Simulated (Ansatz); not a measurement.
# Two structures of Si: comparison of enthalpies under pressure, by script

At what pressure does Si change structure? A script is to give a comparison of enthalpies under pressure; the system is two structures of Si.

Computed with the Python package of Ansatz 0.2.0. Level of theory: DFT r2SCAN, plane waves, PAW.

## (1) Starting point

Si P6_3/mmc: Symmetry: P6_3/mmc, No. 194, hexagonal system. The conventional cell has a = 2.790 Å, b = 2.790 Å, c = 4.556 Å, α = 90.00°, β = 90.00°, γ = 120.00°. Si (site symmetry -6m2) has 12 Si at 2.79 Å as nearest neighbours.

Si Im-3m: Symmetry: Im-3m, No. 229, cubic system. Conventional cell: a = 3.130 Å, b = 3.130 Å, c = 3.130 Å, α = 90.00°, β = 90.00°, γ = 90.00°. Around Si (site symmetry m-3m) lie 8 Si at 2.71 Å.

No structure file is read: the coordinates are typed or built in the script.

## (2) Script

si.py

```python
"""Enthalpies of two structures of Si under pressure."""

import logging
import sys
import warnings

import ansatz as az
import numpy as np
import pandas as pd

logging.basicConfig(stream=sys.stdout, format="%(name)s: %(message)s")
log = logging.getLogger("run")
log.setLevel(logging.INFO)


def hcp(A, a):
    return (
        az.Lattice.from_parameters(a, a, 1.633 * a, alpha=90, beta=90, gamma=120)
        .space_group(194)
        .atom(A, [1 / 3, 2 / 3, 0.25])
    )


def bcc(first, a):
    return (
        az.Lattice.bcc(a)
        .space_group(229)
        .atom(first, [0, 0, 0])
        .primitive()
    )


def ground_state(name, crystal, pressure=0.0):
    calc = (
        crystal.calculation()
        .functional("r2SCAN")
        .accuracy("low")
        .mixing("anderson", beta=0.3)
        .scf(algorithm="density_mixing")
        .basis(600)
        .kpoints(spacing=0.3)
        .occupations("cold", width=0.05)
    )
    calc = calc.relax(force_tolerance=0.01, max_steps=40, cell=True, pressure=pressure)
    return calc.run(threads=1, backend="cpu")


def volume_per_atom(outcome):
    return abs(np.linalg.det(outcome.lattice.cell_ang)) / len(outcome.lattice.sites)


def main() -> None:
    warnings.simplefilter("ignore")

    phases = {}
    phases["hcp"] = hcp("Si", 2.79)
    phases["bcc"] = bcc("Si", 3.13)

    # H = E + PV, with 1 eV per cubic angstrom equal to 160.2 GPa
    pressures = [0, 10, 20, 30]
    enthalpy, volume = {name: [] for name in phases}, {name: [] for name in phases}
    for p in pressures:
        for name, crystal in phases.items():
            o = ground_state(name, crystal, pressure=p)
            volume[name].append(volume_per_atom(o))
            enthalpy[name].append(o.report["energy_sigma0_ev"] / len(o.lattice.sites) + p * volume[name][-1] / 160.21766)
    gap = np.array(enthalpy["bcc"]) - np.array(enthalpy["hcp"])
    rows = [(p, va, vb, 1000 * d) for p, va, vb, d in zip(pressures, volume["hcp"], volume["bcc"], gap)]
    print(pd.DataFrame(rows, columns=["P (GPa)", "V hcp (A^3/atom)", "V bcc (A^3/atom)", "H(bcc) - H(hcp) (meV/atom)"]).round(4).to_string(index=False))
    crossings = [p0 - g0 * (p1 - p0) / (g1 - g0) for p0, p1, g0, g1 in zip(pressures, pressures[1:], gap, gap[1:]) if g0 * g1 < 0]
    print("crossing near", [round(float(p), 1) for p in crossings], "GPa") if crossings else print("no crossing in this range")


if __name__ == "__main__":
    main()
```

## (3) Running it

Command:

```bash
$ python si.py
```

Log:

```text
 P (GPa)  V hcp (A^3/atom)  V bcc (A^3/atom)  H(bcc) - H(hcp) (meV/atom)
       0           13.7634           14.1137                     42.4855
      10           12.5717           13.0101                     64.7492
      20           11.8963           12.1952                     96.9599
      30           11.3632           11.5914                    112.8799
no crossing in this range
```

Run time: 71 s. Hardware: 1 thread of Arm Neoverse V2, shared host; peak memory 0.46 GiB.

## (4) The runs side by side

The 8 runs, in the order started:

```
run        system  space group at the end  pressure asked (GPa)  energy from run 1 (meV/atom)  final volume (Å³/atom)  pressure (GPa)  SCF cycles in all  CPU time (s)
  1  Si (2 atoms)                P6_3/mmc                     0                          0.00                   13.76           -0.01                 41            11
  2   Si (1 atom)                   Im-3m                     0                         42.49                   14.11            0.00                 23             4
  3  Si (2 atoms)                P6_3/mmc                    10                         37.16                   12.57            9.98                 40            11
  4   Si (1 atom)                   Im-3m                    10                         74.55                   13.01            9.98                 25           4.1
  5  Si (2 atoms)                P6_3/mmc                    20                         90.14                   11.90           19.99                 51            14
  6   Si (1 atom)                   Im-3m                    20                        149.78                   12.20           19.97                 30           4.9
  7  Si (2 atoms)                P6_3/mmc                    30                        172.39                   11.36           29.97                 57            15
  8   Si (1 atom)                   Im-3m                    30                        242.54                   11.59           29.99                 30           4.9
```

Energies are extrapolated to zero smearing width, as in the script. 

Enthalpy H = E + pV of the second structure less the first:

```
pressure (GPa)  ΔH (meV/atom)
             0           42.5
            10           64.7
            20           97.0
            30          112.9
```

## (5) How the relaxation of run 4 went

Relaxation path:

```csv
step,energy from step 1 (eV/cell),largest force component (eV/Å),pressure (GPa),volume (Å³)
1,0.0000,0.0000,-6.87,15.33
2,-0.0071,0.0000,8.01,13.20
3,0.0069,0.0000,10.59,12.96
4,0.0034,0.0000,9.99,13.01
5,0.0035,0.0000,9.98,13.01
```

Step 1 is the start. Step 5 repeats the geometry before it on a plane-wave basis chosen anew for that cell, so its energy need not be comparable with the rows above.

Lengths and angles in the start's conventional setting:

«Before» is this run's own start.

|  | before | after | change |
| --- | --- | --- | --- |
| a (Å) | 3.130 | 2.963 | -5.3 % |
| b (Å) | 3.130 | 2.963 | -5.3 % |
| c (Å) | 3.130 | 2.963 | -5.3 % |
| volume (Å³/atom) | 15.33 | 13.01 | -15.1 % |
| shortest distance (Å) | 2.711 | 2.566 | -5.3 % |
| space group (0.01 Å) | Im-3m | Im-3m | same |

The run keeps the 48 symmetry operations of the start, so it could not have lowered the symmetry.

Under a set pressure the enthalpy E + pV is minimised, so E itself may rise.

## (6) The relaxation of run 7, step by step

Step by step:

| step | E - E(step 1) (eV/cell) | largest force component (eV/Å) | pressure (GPa) | volume (Å³) |
| --- | --- | --- | --- | --- |
| 1 | 0.0000 | 0.0000 | -7.46 | 30.71 |
| 2 | -0.0714 | 0.0000 | 3.62 | 26.62 |
| 3 | 0.2264 | 0.0000 | 26.18 | 23.05 |
| 4 | 0.3588 | 0.0000 | 34.30 | 22.27 |
| 5 | 0.2904 | 0.0000 | 31.45 | 22.58 |
| 6 | 0.2590 | 0.0000 | 29.52 | 22.76 |
| 7 | 0.2550 | 0.0000 | 29.52 | 22.77 |
| 8 | 0.2639 | 0.0000 | 30.03 | 22.72 |
| 9 | 0.2635 | 0.0000 | 30.02 | 22.72 |
| 10 | 0.2631 | 0.0000 | 30.00 | 22.73 |
| 11 | 0.2635 | 0.0000 | 29.97 | 22.73 |

Step 1 is the start. Step 11 repeats the geometry before it on a plane-wave basis chosen anew for that cell, so its energy need not be comparable with the rows above. Step 6 was tried and not accepted.

«Before» is this run's own start.

|  | before | after | change |
| --- | --- | --- | --- |
| a (Å) | 2.790 | 2.488 | -10.8 % |
| b (Å) | 2.790 | 2.488 | -10.8 % |
| c (Å) | 4.556 | 4.240 | -6.9 % |
| volume (Å³/atom) | 15.36 | 11.36 | -26.0 % |
| shortest distance (Å) | 2.790 | 2.488 | -10.8 % |
| space group (0.01 Å) | P6_3/mmc | P6_3/mmc | same |

The run keeps the 24 symmetry operations of the start, so it could not have lowered the symmetry.

Under a set pressure the enthalpy E + pV is minimised, so E itself may rise.

## (7) Summary of results

| quantity | value |
| --- | --- |
| runs compared | 8 |
| crossing of the enthalpies | none in the range |

The first structure (P6_3/mmc) stays lower over the whole range, and pressure widens its lead. In run 4, the volume shrank by 15.1 % over 3 moves under the 10 GPa asked, and the space group stayed Im-3m. In run 7, the volume shrank by 26.0 % over 8 moves under the 30 GPa asked, and the space group stayed P6_3/mmc. At a fixed pressure a relaxation lowers the enthalpy F + PV, while F alone can rise. For the metals among these cells the mesh is coarse, so their volumes and pressures are rough. Only these two structures are compared, at zero temperature and with their symmetry kept; either may be hypothetical, and another phase may be lower than both. Differences under about 40 meV an atom lie within the error of mesh and functional. The cells are prototypes set up for this calculation and needn't exist.
